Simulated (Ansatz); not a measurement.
**Kick test of a cell of CdS**

It was reached by relaxing an invented guess, and it needn't be the stable form of this composition.

The calculation used Ansatz 0.2.0, DFT PBE, scalar-relativistic, plane waves, PAW. Cutoff 420 eV; k points 6×6×6 on the computed 8-atom cell (Γ-centred); Gaussian smearing, width 0.02 eV; no spin polarisation.

The cell below (8 atoms, space group I-43m (No. 217)) is relaxed within its symmetry.

```
Cd S
1.0
    -4.04237    4.04237    4.04237
     4.04237   -4.04237    4.04237
     4.04237    4.04237   -4.04237
Cd S
4 4
Direct
  0.32147 0.32147 0.32147
  0.00000 0.00000 0.67853
  0.00000 0.67853 0.00000
  0.67853 0.00000 0.00000
  0.67383 0.67383 0.67383
  0.00000 0.00000 0.32617
  0.00000 0.32617 0.00000
  0.32617 0.00000 0.00000
```

For the test it was strained at random (σ = 1.5 % a component), the atoms were moved at random (σ = 0.10 Å), and all was relaxed again on a coarse 2×2×2 mesh (in the run’s order of axes) with 0.10 eV smearing, with no symmetry imposed.

Question: Is the structure stable against such a distortion?

Answer: It returns, within 1 meV/atom of the unmoved cell on that mesh and with the same symmetry when read at 0.1 Å (I-42m at 0.01 Å, so small strains and shifts remain). So it is stable against the distortions that fit this cell and that this random move excites. Modes that don't fit the cell aren't tested. Another cell of CdS relaxed alike, in P3_221, lies 37 meV/atom lower, so this cell isn't the stable form at this level.
